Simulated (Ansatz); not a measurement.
# TiAl3: phonons across the zone

Computed with DFT PBE, scalar-relativistic, plane waves, PAW in Ansatz 0.2.0. Settings: 420 eV plane-wave cutoff, Γ-centred 12×12×8 mesh, Fermi-Dirac smearing of 0.15 eV. No spin polarisation. Phonons by linear response, acoustic sum rule imposed.

Equilibrium structure at this level:
```
Ti Al
1.0
     5.58566    0.00000    0.00000
    -2.79283    4.83732    0.00000
     0.00000    0.00000    4.71000
Ti Al
2 6
Direct
  0.33333 0.66667 0.75000
  0.66667 0.33333 0.25000
  0.83429 0.66858 0.75000
  0.16571 0.33142 0.25000
  0.33142 0.16571 0.75000
  0.66858 0.83429 0.25000
  0.16571 0.83429 0.25000
  0.83429 0.16571 0.75000
```

The cell was found from a structure generator's guess, not taken from experiment. In a metal, frequencies and elastic constants depend on the k mesh and the smearing, soft modes and shear constants most.

Force constants from linear response on a 2×2×2 q mesh.

Path: Γ–M–K–Γ–A–L–H–A | L–M | H–K. Only the points of the 2×2×2 mesh were computed; the rest is interpolation, which is rough on so few points. On the mesh no mode is imaginary. Distance along the path (Å⁻¹), then the branches (cm⁻¹, negative for imaginary):
```
0.000  0 0 0 118 165 165 195 195 204 204 232 237 249 249 265 265 271 309 314 332 337 337 345 345
0.162  35 42 66 120 167 171 196 199 200 203 234 235 250 251 265 266 273 307 312 328 333 334 343 343
0.325  68 79 125 128 170 185 188 196 201 215 232 234 250 252 267 272 279 299 308 316 324 326 337 338
0.487  96 110 128 168 178 178 199 201 201 226 233 238 248 253 268 281 283 290 297 300 317 318 328 332
0.649  112 124 124 162 173 198 203 208 212 215 231 251 255 255 267 269 281 290 293 295 314 316 321 329
0.743  114 124 128 163 171 198 200 205 213 220 230 249 254 260 268 270 281 290 292 297 314 315 319 329
0.837  119 126 139 164 166 192 197 204 216 226 226 250 252 268 270 274 280 288 291 299 310 311 314 328
0.931  126 127 154 157 169 186 186 210 220 221 229 254 254 272 276 276 279 287 289 302 306 307 309 327
1.024  129 129 153 168 168 177 182 215 215 225 225 258 258 272 273 278 282 286 286 303 303 306 306 326
1.212  110 130 135 166 166 184 195 206 213 226 233 237 243 269 278 279 283 289 296 297 308 310 319 330
1.399  78 94 127 139 177 183 185 200 202 218 233 234 243 257 271 271 282 297 306 312 321 322 333 337
1.587  40 48 76 121 167 173 196 198 201 203 234 235 249 252 266 267 273 306 312 327 332 333 342 343
1.774  0 0 0 118 165 165 195 195 204 204 232 237 249 249 265 265 271 309 314 332 337 337 345 345
1.941  33 33 62 134 162 162 196 196 205 205 234 239 247 247 261 261 270 308 312 333 339 339 347 347
2.108  65 65 121 154 154 166 199 199 207 207 236 242 242 243 252 252 268 292 319 337 343 343 350 350
2.275  94 94 140 140 173 194 204 204 211 211 234 235 235 242 242 250 263 266 329 339 348 348 353 353
2.441  120 120 120 120 205 205 210 210 210 210 234 234 234 234 238 238 257 257 337 337 352 352 352 352
2.604  124 124 128 128 200 200 210 210 216 216 232 232 233 233 239 239 259 259 334 334 349 349 349 349
2.766  134 134 146 146 193 193 207 207 219 219 227 227 237 237 243 243 266 266 326 326 342 342 343 343
2.928  147 147 164 164 187 187 200 200 216 216 222 222 239 239 259 259 277 277 310 310 333 333 338 338
3.091  155 155 171 171 185 185 194 194 212 212 220 220 239 239 274 274 282 282 297 297 327 327 336 336
3.184  154 154 170 170 187 187 196 196 213 213 220 220 238 238 272 272 286 286 297 297 326 326 335 335
3.278  151 151 166 166 191 191 201 201 213 213 221 221 233 233 272 272 293 293 296 296 324 324 332 332
3.372  150 150 163 163 196 196 205 205 215 215 221 221 226 226 276 276 292 292 300 300 322 322 328 328
3.466  150 150 162 162 199 199 205 205 218 218 220 220 222 222 279 279 289 289 304 304 320 320 325 325
3.653  146 146 167 167 188 188 206 206 219 219 224 224 226 226 264 264 290 290 304 304 328 328 330 330
3.841  136 136 154 154 189 189 208 208 220 220 229 229 232 232 246 246 271 271 322 322 340 340 340 340
4.028  124 124 130 130 198 198 210 210 217 217 232 232 233 233 240 240 260 260 334 334 348 348 348 348
4.216  120 120 120 120 205 205 210 210 210 210 234 234 234 234 238 238 257 257 337 337 352 352 352 352
4.299  149 160 169 172 180 184 193 196 215 215 216 227 238 240 271 275 278 287 295 298 326 328 335 337
4.466  138 157 158 163 170 189 198 204 206 223 227 240 243 243 265 270 270 293 294 298 323 326 329 336
4.633  129 134 138 163 171 200 200 206 211 213 232 251 252 256 262 266 266 293 296 296 321 321 322 333
4.799  115 125 126 162 173 198 204 207 211 215 231 252 255 256 266 268 278 290 294 296 315 317 321 330
4.883  150 150 162 162 199 199 205 205 218 218 220 220 222 222 279 279 289 289 304 304 320 320 325 325
5.049  149 149 156 169 185 185 210 213 213 218 218 230 233 233 276 276 281 291 298 313 317 317 324 324
5.216  144 144 152 173 173 174 199 212 212 224 224 245 250 250 272 272 274 285 296 312 312 320 320 320
5.383  134 134 152 169 169 176 188 214 214 226 226 258 258 261 272 277 277 280 290 306 306 312 312 325
5.550  129 129 153 168 168 177 182 215 215 225 225 258 258 272 273 278 282 286 286 303 303 306 306 326
```
